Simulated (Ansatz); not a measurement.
Runs of Ansatz 0.2.0 on TiO2. It takes space group C2/m (No. 12, monoclinic). Conventional cell: a = 12.307 Å, b = 3.767 Å, c = 6.616 Å, α = 90.00°, β = 106.95°, γ = 90.00°. Around Ti (site symmetry m) lie 4 O at 1.86 to 1.94 Å. Ti (site symmetry m) is surrounded by 5 O at 1.78 to 2.03 Å. O (site symmetry m) is surrounded by 3 Ti at 1.94 to 2.03 Å. O (site symmetry m) is surrounded by 3 Ti at 1.96 to 2.16 Å. O (site symmetry m) is surrounded by 2 Ti at 1.78 to 1.87 Å. Around O (site symmetry m) lie 2 Ti at 1.86 to 1.93 Å. The cell comes from a database or a generator and needn't be the stable form of this composition.

| level | cutoff (eV) | gap on the mesh (eV) | pressure (GPa) | relaxed volume (Å³/atom) | largest force (eV/Å) |
| --- | --- | --- | --- | --- | --- |
| revPBE | 420 | (b) | 0.0 | (a) | - |
| BLYP | 420 | 2.69 | 0.0 | 12.46 | 0.01 |
| PBE | 420 | 2.77 | 0.0 | 12.16 | - |
| r2SCAN | 500 | (c) | 0.0 | 11.89 | 0.01 |
| RPBE | 420 | 2.73 | 0.0 | 12.46 | - |

Alike in all rows: task relaxation of cell and atoms; potentials or basis Ansatz PAW; no spin polarisation; cell relaxed; k mesh 8 × 8 × 4; smearing fermi-dirac 0.05 eV.

Q: Estimate the missing entries.

A: (a) 12.38; (b) 2.74; (c) 3.21.

Caveats: the plane-wave basis is chosen anew once the cell has moved, so the energies of steps on either side of that aren't comparable; the PAW data sets come from PBE, with cores solved anew for the run's functional, which leaves a small shift of forces and pressure (some runs).

A k mesh can miss the band edges.
